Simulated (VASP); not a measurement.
# Re (P6_3/mmc) in VASP: relaxation of cell and atoms with r2SCAN

Aim: the relaxation of cell and atoms of Re with r2SCAN.

All numbers are computed with VASP 6.6.1; they aren't measurements. Logs are shortened: lines on timing, memory, paths and dates and some standing lists are left out, and cuts for length are marked.

**1. The crystal as given**

The structure is hexagonal, space group P6_3/mmc (No. 194). The conventional cell has a = 2.761 Å, b = 2.761 Å, c = 4.458 Å, α = 90.00°, β = 90.00°, γ = 120.00°. Around Re (site symmetry -6m2) lie 12 Re at 2.74 to 2.76 Å.

**2. Relaxation of cell and atoms, r2SCAN**

INCAR

```
SYSTEM = Re
PREC = Accurate ; ENCUT = 600
EDIFF = 1E-7 ; ISMEAR = 0
SIGMA = 0.1 ; LREAL = .FALSE.
LASPH = .TRUE. ; NELM = 60
ALGO = Normal ; ISIF = 3
LWAVE = .FALSE. ; LCHARG = .FALSE.
METAGGA = R2SCAN ; LMIXTAU = .TRUE.
IBRION = 2 ; NSW = 80
EDIFFG = -0.004
```

KPOINTS

```
regular mesh
0
G
  18 18 10
  0 0 0
```

POSCAR

```
Re
1.0
    2.7608000000      0.0000000000      0.0000000000
   -1.3804000000      2.3909229300      0.0000000000
    0.0000000000      0.0000000000      4.4582000000
Re
2
Direct
    0.3333333300      0.6666666700      0.2500000000
    0.6666666700      0.3333333300      0.7500000000
```

Potentials or basis: VASP PAW PBE potentials, release 64 (Re).

Started as:

```
cat potpaw_PBE.64/Re/POTCAR > POTCAR
mpirun -np 1 vasp_std > vasp.out
```

OUTCAR:

```text
SYSTEM = Re
   PREC = Accurate
   ENCUT = 600
   EDIFF = 1E-7
   ISMEAR = 0
   LREAL = .FALSE.
   LASPH = .TRUE.
   NELM = 60
   ISIF = 3
   METAGGA = R2SCAN
   IBRION = 2
   NSW = 80
   EDIFFG = -0.004

 ion  position               nearest neighbor table
   1  0.333  0.667  0.250-   2 2.74   2 2.74   2 2.74   2 2.74   2 2.74   2 2.74
   2  0.667  0.333  0.750-   1 2.74   1 2.74   1 2.74   1 2.74   1 2.74   1 2.74

  LATTYP: Found a hexagonal cell.
 ALAT       =     2.7608000000
 C/A-ratio  =     1.6148217908

  Lattice vectors:

 A1 = (   2.7608000000,   0.0000000000,   0.0000000000)
 A2 = (  -1.3804000000,   2.3909229300,   0.0000000000)
 A3 = (   0.0000000000,   0.0000000000,   4.4582000000)

Analysis of symmetry for initial positions (statically):
=====================================================================
 Subroutine PRICEL returns:
 Original cell was already a primitive cell.

 Routine SETGRP: Setting up the symmetry group for a
 hexagonal supercell.

 Subroutine GETGRP returns: Found 24 space group operations
 (whereof 12 operations were pure point group operations)
 out of a pool of 24 trial point group operations.

The static configuration has the point symmetry D_3d.
 The point group associated with its full space group is D_6h.

Analysis of symmetry for dynamics (positions and initial velocities):
=====================================================================
 Subroutine PRICEL returns:
 Original cell was already a primitive cell.

 Routine SETGRP: Setting up the symmetry group for a
 hexagonal supercell.

 Subroutine GETGRP returns: Found 24 space group operations
 (whereof 12 operations were pure point group operations)
 out of a pool of 24 trial point group operations.

The dynamic configuration has the point symmetry D_3d.
 The point group associated with its full space group is D_6h.

 Subroutine INISYM returns: Found 24 space group operations
 (whereof 12 operations are pure point group operations),
 and found     1 'primitive' translations

----------------------------------------------------------------------------------------

                                     Primitive cell

  volume of cell :      29.4280

  direct lattice vectors                    reciprocal lattice vectors
     2.760800000  0.000000000  0.000000000     0.362213851  0.209124265  0.000000000
    -1.380400000  2.390922930  0.000000000     0.000000000  0.418248530  0.000000000
     0.000000000  0.000000000  4.458200000     0.000000000  0.000000000  0.224305774

  length of vectors
     2.760800000  2.760799996  4.458200000     0.418248529  0.418248530  0.224305774

  position of ions in fractional coordinates (direct lattice)
     0.333333330  0.666666670  0.250000000
     0.666666670  0.333333330  0.750000000

  ion indices of the primitive-cell ions
   primitive index   ion index
                 1           1
                 2           2

----------------------------------------------------------------------------------------

 KPOINTS: regular mesh

Automatic generation of k-mesh.
 Grid dimensions read from file:
 generate k-points for:   18   18   10

 Generating k-lattice:

  Cartesian coordinates                     Fractional coordinates (reciprocal lattice)
     0.020122992  0.011618015  0.000000000     0.055555556  0.000000000  0.000000000
     0.000000000  0.023236029  0.000000000     0.000000000  0.055555556  0.000000000
     0.000000000  0.000000000  0.022430577     0.000000000  0.000000000  0.100000000

  Length of vectors
     0.023236029  0.023236029  0.022430577

  Shift w.r.t. Gamma in fractional coordinates (k-lattice)
     0.000000000  0.000000000  0.000000000

 Subroutine IBZKPT returns following result:
 ===========================================

 Found    222 irreducible k-points:

 Following reciprocal coordinates:
            Coordinates               Weight
  0.000000  0.000000  0.000000      1.000000
  0.055556  0.000000  0.000000      6.000000
  0.111111  0.000000  0.000000      6.000000
  0.166667  0.000000  0.000000      6.000000
  0.222222  0.000000  0.000000      6.000000
  0.277778  0.000000  0.000000      6.000000
[... 16 lines left out ...]
  0.333333  0.111111  0.000000     12.000000
  0.388889  0.111111  0.000000     12.000000
 [... further k-points ...]
   k-points           NKPTS =    222   k-points in BZ     NKDIM =    222   number of bands    NBANDS=     11
   number of dos      NEDOS =    301   number of ions     NIONS =      2
   total plane-waves  NPLWV =  20736
   dimension x,y,z NGX =    24 NGY =   24 NGZ =   36
   dimension x,y,z NGXF=    48 NGYF=   48 NGZF=   72
   ions per type =               2
   NGX,Y,Z   is equivalent  to a cutoff of  14.45, 14.45, 13.42 a.u.
   NGXF,Y,Z  is equivalent  to a cutoff of  28.90, 28.90, 26.85 a.u.
 SYSTEM =  Re
   PREC   = accura    normal or accurate (medium, high low for compatibility)
   ISTART =      0    job   : 0-new  1-cont  2-samecut
   ICHARG =      2    charge: 1-file 2-atom 10-const
   ISPIN  =      1    spin polarized calculation?
   LNONCOLLINEAR =      F non collinear calculations
   LSORBIT =      F    spin-orbit coupling
   LASPH  =      T    aspherical Exc in radial PAW
   ENCUT  =  600.0 eV  44.10 Ry    6.64 a.u.   5.51  5.51  8.90*2*pi/ulx,y,z
   NELM   =     60;   NELMIN=  2; NELMDL= -5     # of ELM steps
   EDIFF  = 0.1E-06   stopping-criterion for ELM
   LREAL  =      F    real-space projection
   EDIFFG = -.4E-02   stopping-criterion for IOM
   NSW    =     80    number of steps for IOM
   IBRION =      2    ionic relax: 0-MD 1-quasi-New 2-CG
   NFREE  =      1    steps in history (QN), initial steepest desc. (CG)
   ISIF   =      3    stress and relaxation
   ISYM   =      2    0-nonsym 1-usesym 2-fastsym
   POTIM  = 0.5000    time-step for ionic-motion
   TEBEG  =    0.0;   TEEND  =   0.0 temperature during run
   PSTRESS=    0.0 pullay stress
   NELECT =      14.0000    total number of electrons
   NUPDOWN=      -1.0000    fix difference up-down
   EMIN   =  10.00;   EMAX   =-10.00  energy-range for DOS
   EFERMI =   0.00;   METHOD = LEGACY
   ISMEAR =     0;   SIGMA  =   0.10  broadening in eV -4-tet -1-fermi 0-gaus
   EFERMI_NEDOS =   21; number of points for ismear=-14 and -15
   IALGO  =     38    algorithm
   IMIX   =      4    mixing-type and parameters
     AMIX     =   0.40;   BMIX     =  1.00
     AMIX_MAG =   1.60;   BMIX_MAG =  1.00
  volume/ion in A,a.u.               =      14.71        99.29
  Fermi-wavevector in a.u.,A,eV,Ry     =   1.278000  2.415070 22.222174  1.633284
  Thomas-Fermi vector in A             =   2.410568
   LORBIT       =      0    0 simple, 1 ext, 2 COOP (PROOUT), +10 PAW based schemes
   METAGGA = R2SCAN    functional components
   LHFCALC =     F    Hartree Fock is set to
   AEXX    =    0.0000 exact exchange contribution
   IVDW    =     0    specifies the selected vdW correction
   LEPSILON=     F    determine dielectric tensor
   LRPA    =     F    only Hartree local field effects (RPA)
 conjugate gradient relaxation of ions
 non-spin polarized calculation
 Gauss-broadening in eV      SIGMA  =   0.10
  energy-cutoff  :      600.00
  volume of cell :       29.43
 maximum number of plane-waves:      1014
 NGX is ok and might be reduce to    24
   NGX = 11   NGY = 11   NGZ = 17

--------------------------------------- Ionic step        1  -------------------------------------------

 number of electron      14.0000000 magnetization

 Free energy of the ion-electron system (eV)
  ---------------------------------------------------
  ext. energy  EPLUGINS =         0.00000000
  ---------------------------------------------------
  free energy    TOTEN  =      -104.90581779 eV

  energy without entropy =     -104.89818998  energy(sigma->0) =     -104.90200388

------------------------ aborting loop because EDIFF is reached ----------------------------------------

  FORCE on cell =-STRESS in cart. coord.  units (eV):
  Direction    XX          YY          ZZ          XY          YZ          ZX
  --------------------------------------------------------------------------------------
  -------------------------------------------------------------------------------------
  Total       -0.1005668     -0.1005668      0.0575389     -0.0000000      0.0000000      0.0000000
  in kB       -5.4752657     -5.4752657      3.1326499     -0.0000000      0.0000000      0.0000000
  external PRESSURE =      -2.6059605 kB  Pullay stress =       0.0000000 kB
[... 165 lines left out ...]
  energy  without entropy=     -104.8983538691  energy(sigma->0) =     -104.90214261

--------------------------------------- Ionic step        6  -------------------------------------------

 number of electron      14.0000000 magnetization

 Free energy of the ion-electron system (eV)
  ---------------------------------------------------
  ext. energy  EPLUGINS =         0.00000000
  ---------------------------------------------------
  free energy    TOTEN  =      -104.90593127 eV

  energy without entropy =     -104.89835418  energy(sigma->0) =     -104.90214273

 E-fermi :   7.6771     XC(G=0): -14.9951

 val. band max:        7.6535052848   @ k =   0.2778   0.1667   0.5000
 cond. band min:       7.6802411324   @ k =   0.3333   0.1667   0.4000
 fundamental gap:      0.0267358476
 Fermi energy:         7.6771038417

 k-point     1 :       0.0000    0.0000    0.0000
  band No.  band energies     occupation
      1      -2.6568      2.00000
      2       0.7540      2.00000
      3       6.0267      2.00000
      4       6.0720      2.00000
      5       6.0720      2.00000
      6       6.9317      2.00000
      7       6.9317      2.00000
      8       7.9292      0.00036
      9       7.9292      0.00036
     10       8.2210      0.00000
     11      11.2175      0.00000
[... 309 lines left out ...]
 k-point    24 :       0.3889    0.1111    0.0000
  band No.  band energies     occupation
      1       1.8425      2.00000
      2       1.9829      2.00000
      3       2.3263      2.00000
      4       5.2497      2.00000
      5       5.5454      2.00000
      6       6.2323      2.00000
      7       7.0161      2.00000
      8      11.0196      0.00000
      9      11.6574      0.00000
     10      11.9388      0.00000
     11      13.5606      0.00000

 [... further k-points ...]
[... 5 lines left out ...]
  --------------------------------------------------------------------------------------
  -------------------------------------------------------------------------------------
  Total        0.0076756      0.0076756      0.0044874      0.0000000      0.0000000      0.0000000
  in kB        0.4181922      0.4181922      0.2444866      0.0000000      0.0000000      0.0000000
  external PRESSURE =       0.3602904 kB  Pullay stress =       0.0000000 kB
[... 17 lines left out ...]
  FREE ENERGIE OF THE ION-ELECTRON SYSTEM (eV)
  ---------------------------------------------------
  free  energy   TOTEN  =      -104.9059312709 eV

  energy  without entropy=     -104.8983541833  energy(sigma->0) =     -104.90214273

 reached required accuracy - stopping structural energy minimisation
```

Run time: 15 min. Hardware: 1 thread of Intel Xeon Platinum 8259CL at 2.50GHz (Skylake/Cascade Lake), shared host; peak memory 0.24 GiB.

What came out:

* Free energy: -104.9059 eV
* Relaxed volume: 14.70 Å³/atom
* Relaxed cell: a = 2.758 Å, b = 2.758 Å, c = 4.463 Å, α = 90.00°, β = 90.00°, γ = 120.00°
* Space group after relaxing (to 0.05 Å): P6_3/mmc (No. 194)
* Energy gained by relaxing: 0.1 meV/atom
* Ionic steps: 6
* Pressure after relaxing: 0.0 GPa
* Band gap on the k mesh: none (metal or under the smearing width)

Step by step:
| step | energy change (eV) | largest force (eV/Å) | pressure (GPa) | volume (Å³) |
| --- | --- | --- | --- | --- |
| 1 | 0.0000 | 0.0000 | -0.26 | 29.43 |
| 2 | 0.0003 | 0.0000 | 1.12 | 29.33 |
| 3 | -0.0001 | 0.0000 | 0.21 | 29.39 |
| 4 | 0.0000 | 0.0000 | -0.42 | 29.44 |
| 5 | -0.0001 | 0.0000 | 0.04 | 29.41 |
| 6 | -0.0001 | 0.0000 | 0.04 | 29.41 |

Final structure:
```xyz
2
Lattice="2.7584 0.0000 0.0000 -1.3792 2.3889 0.0000 0.0000 0.0000 4.4626" Properties=species:S:1:pos:R:3 pbc="T T T"
Re    0.0000    1.5926    1.1157
Re    1.3792    0.7963    3.3470
```

Caveat: the PAW data sets were made with another functional, which shifts forces and pressure a little. The run has no spin-orbit coupling, so splittings on Re are missing.
